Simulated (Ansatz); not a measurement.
# Te2Mo: the cost of one run

Method: DFT PBEsol, scalar-relativistic, plane waves, PAW, in Ansatz 0.2.0.

1 further run of the same task is left out (it didn't finish).

## (1) Starting point

Symmetry: P6_3/mmc, No. 194, hexagonal system. The conventional cell has a = 3.566 Å, b = 3.566 Å, c = 14.648 Å, α = 90.00°, β = 90.00°, γ = 120.00°. Around Te (site symmetry 3m) lie 3 Mo at 2.73 Å. Mo (site symmetry -6m2) is surrounded by 6 Te at 2.73 Å.

Structure file:

```cif
data_structure
_symmetry_space_group_name_H-M 'P 1'
_symmetry_Int_Tables_number 1
_cell_length_a 3.5657
_cell_length_b 3.5657
_cell_length_c 14.6478
_cell_angle_alpha 90.000
_cell_angle_beta 90.000
_cell_angle_gamma 120.000
_cell_volume 161.28
loop_
_atom_site_label
_atom_site_type_symbol
_atom_site_fract_x
_atom_site_fract_y
_atom_site_fract_z
_atom_site_occupancy
Te1 Te 0.33333 0.66667 0.62782 1
Te2 Te 0.66667 0.33333 0.12782 1
Te3 Te 0.66667 0.33333 0.37218 1
Te4 Te 0.33333 0.66667 0.87218 1
Mo1 Mo 0.33333 0.66667 0.25000 1
Mo2 Mo 0.66667 0.33333 0.75000 1
```

Source of the structure: the Materials Project (structure only).

(A quick probe on a coarse mesh, which set the mesh and smearing, is not shown.)

## (3) Relaxing cell and atoms

input.yaml

```yaml
crystal:
  lattice:
    - [3.5656545593, 0.0, 0.0]
    - [-1.7828272797, 3.0879474295, 0.0]
    - [0.0, 0.0, 14.64777841]
  atoms:
    - { symbol: Te, position: [0.33333333, 0.66666667, 0.62782269] }
    - { symbol: Te, position: [0.66666667, 0.33333333, 0.12782269] }
    - { symbol: Te, position: [0.66666667, 0.33333333, 0.37217731] }
    - { symbol: Te, position: [0.33333333, 0.66666667, 0.87217731] }
    - { symbol: Mo, position: [0.33333333, 0.66666667, 0.25] }
    - { symbol: Mo, position: [0.66666667, 0.33333333, 0.75] }
basis:
  ecutwfc: 420
kpoints:
  mp_grid: { grid: [12, 12, 2] }
hamiltonian:
  xc: pbesol
scf:
  occupations: { method: gaussian, width: 0.02 }
output:
  forces: true
  stress: true
  eigenvalues: true
relax:
  adjacent_minimum: "off"
  f_tol: 0.005
  max_steps: 80
  cell: { stress_tol: 0.05 }
```

On the command line:

```sh
$ ansatz run input.yaml --threads 1 --pin off --max-ram 2560MiB --backend cpu --events-out ev --progress --plain --runs-dir out
```

What time and memory should one allow on 1 thread of Intel Xeon Platinum 8488C (Sapphire Rapids), shared host?

About 97 s, with a peak of 0.63 GiB.
